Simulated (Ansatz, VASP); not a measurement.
# ZnS in two plane-wave programs

Aim: how closely do two programs agree when they are given the same cell, functional and k mesh?

Calculated with Ansatz 0.2.0; plane waves, with VASP 6.6.1 beside it; band structure at PBE-EpsX with an exact-exchange share of 0.167.

The database entry behind the starting cell differs from later determinations by our own check (about 0.1 % short), so it need not match the best structure at ambient conditions.

## 1. Starting point

Symmetry: F-43m, No. 216, cubic system. Conventional cell: a = 5.404 Å, b = 5.404 Å, c = 5.404 Å, α = 90.00°, β = 90.00°, γ = 90.00°. Zn has 4 S at 2.34 Å nearest. Nearest to S lie 4 Zn at 2.34 Å. Farther neighbours and most contacts between anions are not listed.

## 2. VASP: band structure, PBE-EpsX with an exact-exchange share of 0.167

The same path points are solved in both programs, so levels can be compared one by one.

Lines of VASP's logs that name or quote its potential files are left out, and so is its time.

The run reads the wave functions of an earlier VASP run, which isn't shown here.

Contents of INCAR:

```
SYSTEM = ZnS
PREC = Accurate
ENCUT = 400
EDIFF = 1E-06
NELM = 100
ISMEAR = 0
SIGMA = 0.02
LREAL = .FALSE.
ALGO = Normal
LHFCALC = .TRUE.
AEXX = 0.167
GGA = PE
LASPH = .TRUE.
NBANDS = 15
PRECFOCK = Fast
HFRCUT = -1
LORBIT = 11
LWAVE = .FALSE.
LCHARG = .FALSE.
KPAR = 4
```

Contents of POSCAR:

```
ZnS
1.0
    0.0000000000      2.7020000000      2.7020000000
    2.7020000000      0.0000000000      2.7020000000
    2.7020000000      2.7020000000      0.0000000000
Zn S
1 1
Direct
    0.2500000000      0.2500000000      0.2500000000
    0.0000000000      0.0000000000      0.0000000000
```

Contents of KPOINTS:

```
Automatic mesh
0
Gamma
5 5 5
0 0 0
```

Contents of KPOINTS_OPT:

```
Line mode
6
Line-mode
Reciprocal
  0.00000000   0.00000000   0.00000000 GAMMA
  0.50000000   0.00000000   0.50000000 X

  0.50000000   0.00000000   0.50000000 X
  0.50000000   0.25000000   0.75000000 W

  0.50000000   0.25000000   0.75000000 W
  0.37500000   0.37500000   0.75000000 K

  0.37500000   0.37500000   0.75000000 K
  0.00000000   0.00000000   0.00000000 GAMMA

  0.00000000   0.00000000   0.00000000 GAMMA
  0.50000000   0.50000000   0.50000000 L

  0.50000000   0.50000000   0.50000000 L
  0.62500000   0.25000000   0.62500000 U

  0.62500000   0.25000000   0.62500000 U
  0.50000000   0.25000000   0.75000000 W

  0.50000000   0.25000000   0.75000000 W
  0.50000000   0.50000000   0.50000000 L

  0.50000000   0.50000000   0.50000000 L
  0.37500000   0.37500000   0.75000000 K

  0.62500000   0.25000000   0.62500000 U
  0.50000000   0.00000000   0.50000000 X
```

The projector-augmented-wave data sets are Zn and S (PBE family, release 64).

Started as:

```sh
> mpirun -np 4 vasp_std
```

Numbers of over 12 decimals in the logs are rounded to 6 here.

The program printed:

```text
[banner, memory and clock lines left out]
running    4 mpi-ranks, on    1 nodes
 distrk:  each k-point on    1 cores,    4 groups
 distr:  one band on    1 cores,    1 groups

 POSCAR found type information on POSCAR ZnS
 POSCAR found :  2 types and       2 ions
 LDA part: xc-table for (Slater+PW92), standard interpolation
 found WAVECAR, reading the header
 POSCAR, INCAR and KPOINTS ok, starting setup
 FFT: planning ... GRIDC
 FFT: planning ... GRID_SOFT
 FFT: planning ... GRID
 HFRCUT set to (new)   10.559317
 reading WAVECAR
 the WAVECAR file was read successfully
 initial charge from wavefunction
 entering main loop
       N       E                     dE             d eps       ncg     rms          rms(c)
DAV:   1    -0.821592587704E+01   -0.82159E+01   -0.22843E-01   434   0.174E+01    0.116E+00
DAV:   2    -0.820582046224E+01    0.10105E-01   -0.83338E-02   349   0.660E+00    0.430E-01
DAV:   3    -0.820661529549E+01   -0.79483E-03   -0.76915E-03   377   0.127E+00    0.287E-01
DAV:   4    -0.820657175290E+01    0.43543E-04   -0.62660E-04   391   0.384E-01    0.171E-01
DAV:   5    -0.820655452611E+01    0.17227E-04   -0.58591E-05   415   0.786E-02    0.101E-01
DAV:   6    -0.820654745269E+01    0.70734E-05   -0.94157E-06   335   0.401E-02    0.592E-02
DAV:   7    -0.820654366226E+01    0.37904E-05   -0.93752E-07   234   0.104E-02    0.327E-02
DAV:   8    -0.820654184704E+01    0.18152E-05   -0.44116E-07   171   0.612E-03    0.170E-02
DAV:   9    -0.820654093670E+01    0.91034E-06   -0.16537E-07   171   0.452E-03
   1 F= -.82065409E+01 E0= -.82065409E+01  d E =-.372413E-17
 Start KPOINTS_OPT (optional k-point list driver)
k-point batch [1-10\60]
       N       E                     dE             ncg
DAV:   1     0.913391659828E+02   -0.38881E+04      300
DAV:   2    -0.799392963884E+03   -0.89073E+03      328
DAV:   3    -0.856158516929E+03   -0.56766E+02      377
DAV:   4    -0.856940885293E+03   -0.78237E+00      391
DAV:   5    -0.856948160376E+03   -0.72751E-02      419
DAV:   6    -0.856948269455E+03   -0.10908E-03      419
DAV:   7    -0.856948271515E+03   -0.20599E-05      380
DAV:   8    -0.856948271607E+03   -0.92630E-07      325
[...]
k-point batch [51-60\60]
       N       E                     dE             ncg
DAV:   1     0.609782109872E+02   -0.57270E+04      300
DAV:   2    -0.841327815662E+03   -0.90231E+03      349
DAV:   3    -0.894511931108E+03   -0.53184E+02      363
DAV:   4    -0.895274867109E+03   -0.76294E+00      398
DAV:   5    -0.895282435021E+03   -0.75679E-02      398
DAV:   6    -0.895282556573E+03   -0.12155E-03      405
DAV:   7    -0.895282558956E+03   -0.23827E-05      350
DAV:   8    -0.895282559101E+03   -0.14527E-06      325
```

From OUTCAR (step 2):

```text
ion  position               nearest neighbor table
   1  0.250  0.250  0.250-   2 2.34   2 2.34   2 2.34   2 2.34
   2  0.000  0.000  0.000-   1 2.34   1 2.34   1 2.34   1 2.34

  LATTYP: Found a face centered cubic cell.
 ALAT       =     5.4040000000

 Subroutine GETGRP returns: Found 24 space group operations
 (whereof 24 operations were pure point group operations)

The static configuration has the point symmetry T_d .

 Found     10 irreducible k-points:

   k-points           NKPTS =     10   k-points in BZ     NKDIM =    125   number of bands    NBANDS=     15

   dimension x,y,z NGX =    28 NGY =   28 NGZ =   28
   dimension x,y,z NGXF=    56 NGYF=   56 NGZF=   56

   ENCUT  =  400.0 eV  29.40 Ry    5.42 a.u.   6.23  6.23  6.23*2*pi/ulx,y,z

   NELECT =      18.0000    total number of electrons

 k-points in reciprocal lattice and weights: Automatic mesh
   0.00000000  0.00000000  0.00000000       0.008
   0.20000000  0.00000000  0.00000000       0.064
   0.40000000  0.00000000  0.00000000       0.064
   0.20000000  0.20000000  0.00000000       0.048
   0.40000000  0.20000000  0.00000000       0.192
  -0.40000000  0.20000000  0.00000000       0.192
  -0.20000000  0.20000000  0.00000000       0.096
   0.40000000  0.40000000  0.00000000       0.048
  -0.40000000  0.40000000  0.00000000       0.096
  -0.40000000  0.40000000  0.20000000       0.192

  exchange ACFDT corr.  =         0.00000000  see jH, gK, PRB 81, 115126

 average (electrostatic) potential at core
       1 -30.9444       2 -85.8602

 E-fermi :   1.4945

 k-point     1 :       0.0000    0.0000    0.0000
  band No.  band energies     occupation
    ...
      5      -5.5294      2.00000
      6      -5.5294      2.00000
      7       1.3815      2.00000
      8       1.3815      2.00000
      9       1.3815      2.00000
     10       4.7520      0.00000
     11       9.1194      0.00000
     12       9.1194      0.00000
     13       9.1194      0.00000
     14      14.6105      0.00000
    ...

 k-point     2 :       0.2000    0.0000    0.0000
  band No.  band energies     occupation
    ...
      5      -5.5308      2.00000
      6      -5.5308      2.00000
      7      -0.8778      2.00000
      8       1.0347      2.00000
      9       1.0347      2.00000
     10       6.0526      0.00000
     11       9.2576      0.00000
     12       9.6547      0.00000
     13       9.6547      0.00000
     14      13.6835      0.00000
    ...

 k-point     3 :       0.4000    0.0000    0.0000
  band No.  band energies     occupation
    ...
      5      -5.5102      2.00000
      6      -5.5102      2.00000
      7      -3.5713      2.00000
      8       0.5492      2.00000
      9       0.5492      2.00000
     10       6.0381      0.00000
     11       9.7001      0.00000
     12       9.7001      0.00000
     13      11.2598      0.00000
     14      14.6753      0.00000
    ...

  energy-cutoff  :      400.00
  volume of cell :       39.45
      direct lattice vectors                 reciprocal lattice vectors
     0.000000000  2.702000000  2.702000000    -0.185048113  0.185048113  0.185048113
     2.702000000  0.000000000  2.702000000     0.185048113 -0.185048113  0.185048113
     2.702000000  2.702000000  0.000000000     0.185048113  0.185048113 -0.185048113

 POSITION                                       TOTAL-FORCE (eV/Angst)
 -----------------------------------------------------------------------------------
      1.35100      1.35100      1.35100        -0.000000      0.000000     -0.000000
      0.00000      0.00000      0.00000         0.000000      0.000000      0.000000
 -----------------------------------------------------------------------------------
    total drift:                               -0.000106     -0.000051     -0.000040

  FREE ENERGIE OF THE ION-ELECTRON SYSTEM (eV)
  ---------------------------------------------------
  free  energy   TOTEN  =        -8.2065409367 eV

  energy  without entropy=       -8.2065409367  energy(sigma->0) =       -8.20654094

 total charge
# of ion       s       p       d       tot
------------------------------------------
    1        0.496   0.474   9.825  10.795
    2        1.307   2.461   0.000   3.768
--------------------------------------------------
tot          1.803   2.935   9.825  14.563

[... 3 further parts left out ...]
```

[end of part 1 of 2]

[Lines on the potential files, build, host, timing and source positions are cut from VASP's logs without a mark.]

[Logs are printed without paths, hosts, clocks, repeated set-up lines and the standing remarks that a program may print on its own settings, such as how far it seeks lower states.]

[Hosts, paths, dates, database ids (printed as entryN), source tags and the programs' standing remarks are cut or masked in the printed files.]
